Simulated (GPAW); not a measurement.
LiCl:

```
CELL_PARAMETERS angstrom
0.00000 2.56477 2.56477
2.56477 0.00000 2.56477
2.56477 2.56477 0.00000
ATOMIC_POSITIONS crystal
Cl 0.50000 0.50000 0.50000
Li 0.00000 0.00000 0.00000
```

Base run:

| Property | Result |
| --- | --- |
| Program | GPAW 26.7.0 |
| Functional | BLYP |
| Potentials or basis | PAW data sets generated in the run's folder for this functional |
| Cutoff | 800 eV |
| Basis | pw |
| k mesh | 9 × 9 × 9 |
| Occupations | fermi-dirac, width 0.05 eV |
| Spin | no spin polarisation |

Its results: band gap on the k mesh 6.47 eV, direct; pressure 1.7 GPa.

The run is repeated on the same cell with these changes: functional from BLYP to PBEsol; band points from 80 to 100. What comes out?

Band gap on the k mesh 6.12 eV, direct; pressure -1.2 GPa.
